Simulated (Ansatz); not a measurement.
**Ru: all-electron results**

```xyz
1
Lattice="0.0000 1.9150 1.9150 1.9150 0.0000 1.9150 1.9150 1.9150 0.0000" Properties=species:S:1:pos:R:3 pbc="T T T"
Ru    0.0000    0.0000    0.0000
```

The cell comes from COD entry 1534914, which wasn't checked; take it as a given geometry.

Level of theory: DFT, PBE, all-electron LAPW, scalar-relativistic in Ansatz 0.2.0.

Settings: a Γ-centred 16×16×16 k mesh, Fermi–Dirac smearing of 0.05 eV, basis error target 0.5 meV/atom, no spin polarisation.

| Quantity | Value |
| --- | --- |
| Pressure at this cell | -4.50 GPa |
| Band gap | none: bands cross the Fermi level, a metal |
| Density of states at the Fermi level (0.2 eV bin) | 1.12 states/eV per cell |
| Volume per atom | 14.05 Å³ |
